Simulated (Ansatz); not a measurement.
CaO in the zincblende structure was relaxed with 5 functionals in the plane-wave code Ansatz, cell and atoms free, the symmetry of the start kept (meshes: PBE 8×8×8, r2SCAN 8×8×8, PBEsol 8×8×8, LDA 8×8×8, HSE06 6×6×6). All values are calculated for a non-magnetic cell, which may be hypothetical.

The HSE06 result:
```
Ca O
1.0
     0.00000    2.60728    2.60728
     2.60728    0.00000    2.60728
     2.60728    2.60728    0.00000
Ca O
1 1
Cartesian
  0.0000 0.0000 0.0000
  1.3036 1.3036 1.3036
```

Space group F-43m (No. 216), cubic; a = 5.215 Å in the conventional setting, 17.72 Å³ an atom. Ca is surrounded by 4 O at 2.26 Å; O is surrounded by 4 Ca at 2.26 Å.

Problem. How does the cell change with LDA?

Solution. a = 5.116 Å; the volume differs by -5.6 % from HSE06's. Ca has 4 O at 2.22 Å; O has 4 Ca at 2.22 Å.

Problem. How does the cell change with PBEsol?

Solution. a = 5.180 Å; the volume differs by -2.0 % from HSE06's. Ca has 4 O at 2.24 Å; O has 4 Ca at 2.24 Å.

Problem. Held at the r2SCAN cell, what mean stress do LDA and PBE find, and does its sign point to their own minimum?

Solution. Yes. LDA -4.52 GPa, and its relaxed volume is -5.5 % from r2SCAN's; PBE +1.36 GPa, and its relaxed volume is +1.7 % from r2SCAN's. Compression counts positive, so a positive stress asks for a larger cell.
